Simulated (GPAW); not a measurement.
Crystal: CoO.

```
Co O
1.0
    -1.50800    1.50800    2.10725
     1.50800   -1.50800    2.10725
     1.50800    1.50800   -2.10725
Co O
1 1
Cartesian
  0.0000 0.0000 0.0000
  0.0000 0.0000 2.1073
```

Base run:

```yaml
Program: GPAW 26.7.0
Functional: PBE
Potentials_or_basis: GPAW PAW data sets (gpaw-data 1.2.1)
Cutoff: 600 eV
Basis: pw
k_mesh: 9 × 9 × 9
Occupations: gaussian, width 0.05 eV
Spin: collinear spin, ferromagnetic start
Starting_moments: "[3.0, 0.0] μB"
Hubbard_terms: Co d U = 7 eV
```

Its results: pressure 20.9 GPa; site moments Co +2.75; O +0.08 μB.

Q: The run is repeated on the same cell with these changes: start of the occupation matrix from xy_yz_xz_first to atoms; fixed moment from none to 3 μB. What comes out?

A: Pressure 0.5 GPa; site moments Co +2.80; O +0.13 μB.

Caveats: the cutoff is short for stress and forces, so pressures can be off by a GPa or more; a cell with one magnetic atom can't hold antiferromagnetic order, which such compounds often take; the occupation matrix was held by a function in the script for the first cycles and then freed (some runs); the end state hangs on it (some runs); the total moment is fixed, so each spin has its own Fermi level (some runs).
